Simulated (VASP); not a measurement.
Wanted: the native input for a VASP 6.6.1 run.

```yaml
Task: single point
Functional: PBE
Potentials_or_basis: VASP PAW PBE potentials, release 64 (Hf_pv)
Cutoff: 520 eV
k_mesh: 3 × 3 × 3
Occupations: methfessel-paxton, width 0.15 eV
Spin: no spin polarisation
Dipole_correction: no
Further_INCAR_settings: ALGO = Normal; EDIFF = 1e-06; NBANDS = 44
```

The structure of Hf (a cell with a defect) lies in POSCAR:

```
Hf
1.0
   -3.6304740000      3.6304740000      3.6304740000
    3.6304740000     -3.6304740000      3.6304740000
    3.6304740000      3.6304740000     -3.6304740000
Hf
7
Direct
    0.0609447967     -0.0081292415      0.0018233156
   -0.1192498555      0.1495103670      0.5242756180
    0.1196024266      0.5302340686      0.0599614541
    0.0460612030      0.7161195756      0.5035624825
    0.5099416770     -0.1336570652     -0.0350443220
    0.4823667653      0.3531147723     -0.0567507163
    0.5386877857      0.5158542659      0.5036305177
```

These files were run (other wordings do the same):

INCAR

```
SYSTEM = Hf
ALGO = Normal
EDIFF = 1E-6
ENCUT = 520
GGA = PE
ISIF = 2
ISMEAR = 1
LASPH = .TRUE.
LCHARG = .FALSE.
LREAL = .FALSE.
LWAVE = .FALSE.
NBANDS = 44
NELM = 60
PREC = Accurate
SIGMA = 0.15
```

KPOINTS

```
k-points
0
G
  3 3 3
  0 0 0
```

Potentials or basis: VASP PAW PBE potentials, release 64 (Hf_pv).

The run is started by

```console
$ cat potpaw_PBE.64/Hf_pv/POTCAR > POTCAR
$ mpirun -np 1 vasp_std > vasp.out
```

Results of the run:

- Pressure: -8.2 GPa
- Largest force: 0.054 eV/Å
- Band gap on the k mesh: none (metal or under the smearing width)

Caveat: the k mesh is coarse (spacing up to 0.41 Å⁻¹), so the values aren't converged.

Run time: 110 s on 1 thread of Intel(R) Xeon(R) 6975P-C (Granite Rapids), with other jobs on the host, peak memory 0.34 GiB.
